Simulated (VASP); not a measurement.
In AlP (zinc blende type) the Al atom of the primitive cell, with all its periodic images, is moved by 0.06 Å along [111].

```
Al P
1.0
     0.00000    2.75500    2.75500
     2.75500    0.00000    2.75500
     2.75500    2.75500    0.00000
Al P
1 1
Direct
  0.00629 0.00629 0.00629
  0.25000 0.25000 0.25000
```

Theory: PBE, plane waves, standard recommended PAW potentials (VASP 6.6.1).

Cutoff 332 eV; orbitals from an earlier step on the same cell; potentials Al P; PREC = Accurate; k-mesh 4×4×4 Γ-centred; Fermi–Dirac smearing of 0.05 eV; no spin polarisation.

(1) What force results?

Answers

(1) The force on it along the displacement is -0.6409 eV/Å, a force constant of 10.68 eV/Å². A one-sided step along [111] also holds the cubic anharmonicity.

```
atom  Fx (eV/Å)  Fy (eV/Å)  Fz (eV/Å)
 Al1    -0.3700    -0.3700    -0.3700
  P2     0.3700     0.3700     0.3700
```

The k-mesh is modest, so these values aren't fully converged in k.
